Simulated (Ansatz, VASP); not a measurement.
Two plane-wave programs on HfB2

```
CELL_PARAMETERS angstrom
2.93855 0.00000 0.00000
0.00000 2.93855 0.00000
0.00000 0.00000 8.12721
ATOMIC_POSITIONS crystal
Hf 0.00000 0.00000 0.00000
Hf 0.50000 0.50000 0.50000
B 0.00000 0.50000 0.24999
B 0.00000 0.50000 0.74999
B 0.50000 0.00000 0.25001
B 0.50000 0.00000 0.75001
```

Alike in both runs: functional PBE; k mesh 12 × 12 × 6; occupations gaussian, width 0.1 eV; no spin polarisation.

Ansatz relaxed the structure, and its values are those at the end. VASP's run is a single point on that final structure, the one shown.

|  | VASP | Ansatz |
| --- | --- | --- |
| version | VASP 6.6.1 | Ansatz 0.2.0 |
| potentials or method | VASP PAW PBE potentials, release 64 (Hf_pv, B) | scalar-relativistic, plane waves, PAW |
| plane-wave cutoff (eV) | 520 | 420 |
| valence electrons in the cell | 32 | 64 |

|  | VASP | Ansatz | Ansatz less VASP |
| --- | --- | --- | --- |
| gap on the k mesh at the Fermi level (eV) | none | none | - |
| pressure (GPa) | 0.0 | 0.0 | 0.00 |

A gap of «none» marks a metal or a gap that the smearing closes. The functional is the same, so the differences come from potentials, cutoffs and numerics. The two sets of potentials don't hold the same shells in valence.

Spin-orbit coupling is left out, which matters for the levels of Hf.
